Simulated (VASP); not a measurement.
# Li16H (a cell with a defect) in VASP: further runs

Runs on Li16H (a cell with a defect). Level: LDA. Tasks: relaxation of the atoms, single point.

Program: VASP 6.6.1. These are calculated values, not measurements. Logs are shortened: lines on timing, memory, paths and dates and some standing lists are left out, and cuts for length are marked.

### Step 1. The crystal as given

The cell holds a defect, 17 atoms: a = 6.980 Å, b = 6.980 Å, c = 6.980 Å, α = 90.00°, β = 90.00°, γ = 90.00°.

The cell was built by a generator and needn't be a form met in nature.

### Step 2. Relaxation of the atoms, LDA

INCAR reads:

```
SYSTEM = Li16H
PREC = Accurate
ENCUT = 520
EDIFF = 1E-6
ISMEAR = -1
SIGMA = 0.15
LREAL = Auto
LASPH = .TRUE.
NELM = 80
ALGO = Fast
ISIF = 2
LWAVE = .FALSE.
LCHARG = .FALSE.
IBRION = 2
NSW = 45
EDIFFG = -0.08
```

KPOINTS reads:

```
Automatic mesh
0
G
  3 3 3
  0 0 0
```

POSCAR reads:

```
Li16H
1.0
    6.9800000000      0.0000000000      0.0000000000
    0.0000000000      6.9800000000      0.0000000000
    0.0000000000      0.0000000000      6.9800000000
Li H
16 1
Direct
    0.0000000000      0.0000000000      0.0000000000
    0.5000000000      0.0000000000      0.0000000000
    0.0000000000      0.5000000000      0.0000000000
    0.0000000000      0.0000000000      0.5000000000
    0.2500000000      0.2500000000      0.2500000000
    0.5000000000      0.5000000000      0.0000000000
    0.5000000000      0.0000000000      0.5000000000
    0.7500000000      0.2500000000      0.2500000000
    0.0000000000      0.5000000000      0.5000000000
    0.2500000000      0.7500000000      0.2500000000
    0.2500000000      0.2500000000      0.7500000000
    0.5000000000      0.5000000000      0.5000000000
    0.7500000000      0.7500000000      0.2500000000
    0.7500000000      0.2500000000      0.7500000000
    0.2500000000      0.7500000000      0.7500000000
    0.7500000000      0.7500000000      0.7500000000
    0.7557938000      0.0001937000      0.1208630000
```

Potentials or basis: VASP PAW LDA potentials, release 64 (Li_sv, H).

Run with:

```
$ cat potpaw_LDA.64/Li_sv/POTCAR potpaw_LDA.64/H/POTCAR > POTCAR
$ mpirun -np 1 vasp_std > vasp.out
```

OUTCAR:

```text
SYSTEM = Li16H
   PREC = Accurate
   ENCUT = 520
   EDIFF = 1E-6
   ISMEAR = -1
   LREAL = Auto
   LASPH = .TRUE.
   NELM = 80
   ISIF = 2
   IBRION = 2
   NSW = 45
   EDIFFG = -0.08

 ion  position               nearest neighbor table
   1  0.000  0.000  0.000-
   2  0.500  0.000  0.000-
   3  0.000  0.500  0.000-
   4  0.000  0.000  0.500-
   5  0.250  0.250  0.250-
   6  0.500  0.500  0.000-
[... 9 lines left out ...]
  16  0.750  0.750  0.750-
  17  0.756  0.000  0.121-

  LATTYP: Found a simple cubic cell.
 ALAT       =     6.9800000000

  Lattice vectors:

 A1 = (   6.9800000000,   0.0000000000,   0.0000000000)
 A2 = (   0.0000000000,   6.9800000000,   0.0000000000)
 A3 = (   0.0000000000,   0.0000000000,   6.9800000000)

Analysis of symmetry for initial positions (statically):
=====================================================================
 Subroutine PRICEL returns:
 Original cell was already a primitive cell.

 Routine SETGRP: Setting up the symmetry group for a
 simple cubic supercell.

 Subroutine GETGRP returns: Found  1 space group operations
 (whereof  1 operations were pure point group operations)
 out of a pool of 48 trial point group operations.

The static configuration has the point symmetry C_1 .

Analysis of symmetry for dynamics (positions and initial velocities):
=====================================================================
 Subroutine PRICEL returns:
 Original cell was already a primitive cell.

 Routine SETGRP: Setting up the symmetry group for a
 simple cubic supercell.

 Subroutine GETGRP returns: Found  1 space group operations
 (whereof  1 operations were pure point group operations)
 out of a pool of 48 trial point group operations.

The dynamic configuration has the point symmetry C_1 .

 Subroutine INISYM returns: Found  1 space group operations
 (whereof  1 operations are pure point group operations),
 and found     1 'primitive' translations

----------------------------------------------------------------------------------------

                                     Primitive cell

  volume of cell :     340.0684

  direct lattice vectors                    reciprocal lattice vectors
     6.980000000  0.000000000  0.000000000     0.143266476  0.000000000  0.000000000
     0.000000000  6.980000000  0.000000000     0.000000000  0.143266476  0.000000000
     0.000000000  0.000000000  6.980000000     0.000000000  0.000000000  0.143266476

  length of vectors
     6.980000000  6.980000000  6.980000000     0.143266476  0.143266476  0.143266476

  position of ions in fractional coordinates (direct lattice)
     0.000000000  0.000000000  0.000000000
     0.500000000  0.000000000  0.000000000
     0.000000000  0.500000000  0.000000000
     0.000000000  0.000000000  0.500000000
     0.250000000  0.250000000  0.250000000
     0.500000000  0.500000000  0.000000000
[... 9 lines left out ...]
     0.750000000  0.750000000  0.750000000
     0.755793800  0.000193700  0.120863000

  ion indices of the primitive-cell ions
   primitive index   ion index
                 1           1
                 2           2
                 3           3
                 4           4
                 5           5
                 6           6
[... 9 lines left out ...]
                16          16
                17          17

----------------------------------------------------------------------------------------

 KPOINTS: Automatic mesh

Automatic generation of k-mesh.
 Grid dimensions read from file:
 generate k-points for:    3    3    3

 Generating k-lattice:

  Cartesian coordinates                     Fractional coordinates (reciprocal lattice)
     0.047755492  0.000000000  0.000000000     0.333333333  0.000000000  0.000000000
     0.000000000  0.047755492  0.000000000     0.000000000  0.333333333  0.000000000
     0.000000000  0.000000000  0.047755492     0.000000000  0.000000000  0.333333333

  Length of vectors
     0.047755492  0.047755492  0.047755492

  Shift w.r.t. Gamma in fractional coordinates (k-lattice)
     0.000000000  0.000000000  0.000000000

 Subroutine IBZKPT returns following result:
 ===========================================

 Found     14 irreducible k-points:

 Following reciprocal coordinates:
            Coordinates               Weight
  0.000000  0.000000  0.000000      1.000000
  0.333333  0.000000  0.000000      2.000000
  0.000000  0.333333  0.000000      2.000000
  0.000000  0.000000  0.333333      2.000000
  0.333333  0.333333  0.000000      2.000000
  0.000000  0.333333  0.333333      2.000000
  0.333333  0.000000  0.333333      2.000000
 -0.333333  0.333333  0.000000      2.000000
 -0.333333  0.000000  0.333333      2.000000
  0.000000 -0.333333  0.333333      2.000000
  0.333333  0.333333  0.333333      2.000000
 -0.333333  0.333333  0.333333      2.000000
 -0.333333 -0.333333  0.333333      2.000000
  0.333333 -0.333333  0.333333      2.000000
   k-points           NKPTS =     14   k-points in BZ     NKDIM =     14   number of bands    NBANDS=     33
   number of dos      NEDOS =    301   number of ions     NIONS =     17
   total plane-waves  NPLWV = 157464
   dimension x,y,z NGX =    54 NGY =   54 NGZ =   54
   dimension x,y,z NGXF=   108 NGYF=  108 NGZF=  108
   ions per type =              16   1
   NGX,Y,Z   is equivalent  to a cutoff of  12.86, 12.86, 12.86 a.u.
   NGXF,Y,Z  is equivalent  to a cutoff of  25.72, 25.72, 25.72 a.u.
 SYSTEM =  Li16H
   PREC   = accura    normal or accurate (medium, high low for compatibility)
   ISTART =      0    job   : 0-new  1-cont  2-samecut
   ICHARG =      2    charge: 1-file 2-atom 10-const
   ISPIN  =      1    spin polarized calculation?
   LNONCOLLINEAR =      F non collinear calculations
   LSORBIT =      F    spin-orbit coupling
   LASPH  =      T    aspherical Exc in radial PAW
   ENCUT  =  520.0 eV  38.22 Ry    6.18 a.u.  12.98 12.98 12.98*2*pi/ulx,y,z
   NELM   =     80;   NELMIN=  2; NELMDL= -5     # of ELM steps
   EDIFF  = 0.1E-05   stopping-criterion for ELM
   LREAL  =      T    real-space projection
   EDIFFG = -.8E-01   stopping-criterion for IOM
   NSW    =     45    number of steps for IOM
   IBRION =      2    ionic relax: 0-MD 1-quasi-New 2-CG
   NFREE  =      1    steps in history (QN), initial steepest desc. (CG)
   ISIF   =      2    stress and relaxation
   ISYM   =      2    0-nonsym 1-usesym 2-fastsym
   POTIM  = 0.5000    time-step for ionic-motion
   TEBEG  =    0.0;   TEEND  =   0.0 temperature during run
   PSTRESS=    0.0 pullay stress
   NELECT =      49.0000    total number of electrons
   NUPDOWN=      -1.0000    fix difference up-down
   EMIN   =  10.00;   EMAX   =-10.00  energy-range for DOS
   EFERMI =   0.00;   METHOD = LEGACY
   ISMEAR =    -1;   SIGMA  =   0.15  broadening in eV -4-tet -1-fermi 0-gaus
   EFERMI_NEDOS =   21; number of points for ismear=-14 and -15
   IALGO  =     68    algorithm
   IMIX   =      4    mixing-type and parameters
     AMIX     =   0.40;   BMIX     =  1.00
     AMIX_MAG =   1.60;   BMIX_MAG =  1.00
  volume/ion in A,a.u.               =      20.00       134.99
  Fermi-wavevector in a.u.,A,eV,Ry     =   0.858258  1.621873 10.022155  0.736608
  Thomas-Fermi vector in A             =   1.975436
   LORBIT       =      0    0 simple, 1 ext, 2 COOP (PROOUT), +10 PAW based schemes
   GGA     = CA    functional components
   LHFCALC =     F    Hartree Fock is set to
   AEXX    =    0.0000 exact exchange contribution
   IVDW    =     0    specifies the selected vdW correction
   LEPSILON=     F    determine dielectric tensor
   LRPA    =     F    only Hartree local field effects (RPA)
 conjugate gradient relaxation of ions
 non-spin polarized calculation
 RMM-DIIS sequential band-by-band and
  energy-cutoff  :      520.00
  volume of cell :      340.07
 maximum number of plane-waves:      9180
 NGX is ok and might be reduce to    54
   NGX = 25   NGY = 25   NGZ = 25

--------------------------------------- Ionic step        1  -------------------------------------------

 number of electron      48.9999922 magnetization

 Free energy of the ion-electron system (eV)
  ---------------------------------------------------
  ext. energy  EPLUGINS =         0.00000000
  ---------------------------------------------------
  free energy    TOTEN  =       -36.79523721 eV

  energy without entropy =      -36.22844101  energy(sigma->0) =      -36.51183911

------------------------ aborting loop because EDIFF is reached ----------------------------------------

  FORCE on cell =-STRESS in cart. coord.  units (eV):
  Direction    XX          YY          ZZ          XY          YZ          ZX
  --------------------------------------------------------------------------------------
  -------------------------------------------------------------------------------------
  Total       -3.5732830     -3.6763114     -3.7604138     -0.0001641      0.0017838     -0.0615640
  in kB      -16.8349459    -17.3203478    -17.7165826     -0.0007732      0.0084041     -0.2900488
  external PRESSURE =     -17.2906254 kB  Pullay stress =       0.0000000 kB

 VOLUME and BASIS-vectors are now :
 -----------------------------------------------------------------------------
  energy-cutoff  :      520.00
  volume of cell :      340.07
      direct lattice vectors                 reciprocal lattice vectors
     6.980000000  0.000000000  0.000000000     0.143266476  0.000000000  0.000000000
     0.000000000  6.980000000  0.000000000     0.000000000  0.143266476  0.000000000
     0.000000000  0.000000000  6.980000000     0.000000000  0.000000000  0.143266476
[... 171 lines left out ...]
      5.23515      5.22509      5.22276         0.001722     -0.016983     -0.033633
      5.23638      0.00027      0.85484         0.043285      0.000462     -0.000274
 -----------------------------------------------------------------------------------
    total drift:                                0.001970     -0.000323      0.002506

  FREE ENERGIE OF THE ION-ELECTRON SYSTEM (eV)
  ---------------------------------------------------
  free  energy   TOTEN  =       -36.8610444946 eV

  energy  without entropy=      -36.2798636354  energy(sigma->0) =      -36.57045406

--------------------------------------- Ionic step        5  -------------------------------------------

 number of electron      48.9999960 magnetization

 Free energy of the ion-electron system (eV)
  ---------------------------------------------------
  ext. energy  EPLUGINS =         0.00000000
  ---------------------------------------------------
  free energy    TOTEN  =       -36.86256522 eV

  energy without entropy =      -36.28304633  energy(sigma->0) =      -36.57280578

 E-fermi :   0.4688     XC(G=0):  -7.0715

 val. band max:        0.2859605645   @ k =   0.0000   0.0000   0.3333
 cond. band min:       0.4772898710   @ k =   0.3333   0.3333   0.0000
 fundamental gap:      0.1913293065
 Fermi energy:         0.4687972907

 k-point     1 :       0.0000    0.0000    0.0000
  band No.  band energies     occupation
      1     -45.2878      2.00000
      2     -45.2842      2.00000
      3     -45.2777      2.00000
      4     -45.2769      2.00000
      5     -45.1898      2.00000
      6     -45.1838      2.00000
[... 519 lines left out ...]
      0.02294      3.49006      6.97115        -0.002886     -0.000250     -0.006952
      0.00977      0.00000      3.50136         0.021345      0.000045      0.036731
      1.74685      1.76743      1.75395         0.001688      0.001487      0.010407
      3.46647      3.49008      6.97154         0.004840      0.000101     -0.006956
[... 9 lines left out ...]
      5.23513      5.22643      5.22442         0.000777     -0.017237     -0.032764
      5.24167      0.00042      0.85332         0.018084     -0.000157      0.003714
 -----------------------------------------------------------------------------------
    total drift:                                0.010436     -0.000164      0.000040

  FREE ENERGIE OF THE ION-ELECTRON SYSTEM (eV)
  ---------------------------------------------------
  free  energy   TOTEN  =       -36.8625652237 eV

  energy  without entropy=      -36.2830463318  energy(sigma->0) =      -36.57280578

 reached required accuracy - stopping structural energy minimisation
```

Wall time 21 min (1 thread of Intel Xeon Platinum 8488C (Sapphire Rapids), shared host); peak memory 0.36 GiB.

What came out:

```yaml
Free_energy: -36.8626 eV
Energy_gained_by_relaxing: 4.0 meV/atom
Ionic_steps: 5
Largest_force_after_relaxing: 0.056 eV/Å
Band_gap_on_the_k_mesh: none (metal or under the smearing width)
```

Forces on the atoms (eV/Å):
```
Li  -0.021  0.000  0.007
Li  -0.021  0.000 -0.013
Li  -0.003  0.000 -0.007
Li   0.021  0.000  0.037
Li   0.002  0.001  0.010
Li   0.005  0.000 -0.007
Li  -0.015  0.000  0.029
Li   0.000 -0.003  0.003
Li  -0.029  0.000 -0.045
Li   0.002 -0.001  0.010
Li   0.003 -0.030  0.040
Li   0.032  0.000 -0.046
Li   0.001  0.002  0.003
Li   0.001  0.017 -0.033
Li   0.003  0.030  0.041
Li   0.001 -0.017 -0.033
H    0.018  0.000  0.004
```

Step by step:
```tsv
step	energy change (eV)	largest force (eV/Å)	pressure (GPa)
1	0.0000	0.2762	-1.73
2	-0.0138	0.2484	-1.71
3	-0.0464	0.1657	-1.66
4	-0.0658	0.0862	-1.53
5	-0.0673	0.0559	-1.55
```

Final structure:
```
CELL_PARAMETERS angstrom
6.98000 0.00000 0.00000
0.00000 6.98000 0.00000
0.00000 0.00000 6.98000
ATOMIC_POSITIONS crystal
Li 0.98960 0.00001 0.00735
Li 0.51397 0.00002 0.00879
Li 0.00329 0.50001 0.99873
Li 0.00140 0.00000 0.50163
Li 0.25026 0.25321 0.25128
Li 0.49663 0.50001 0.99879
Li 0.49811 0.00000 0.50215
Li 0.75050 0.23655 0.24086
Li 0.99968 0.50000 0.50038
Li 0.25026 0.74678 0.25128
Li 0.25006 0.24965 0.74969
Li 0.50047 0.50000 0.50016
Li 0.75050 0.76355 0.24083
Li 0.75002 0.25121 0.74850
Li 0.25006 0.75036 0.74970
Li 0.75002 0.74877 0.74848
H 0.75096 0.00006 0.12225
```

Caveat: the cutoff is under 1.25 times the usual one of these potentials, so pressure, stress and relaxed cells hold a basis-set (Pulay) error; the relaxation stopped at a loose force limit of 0.08 eV/Å, so its end isn't a converged minimum.

[end of part 1 of 2]
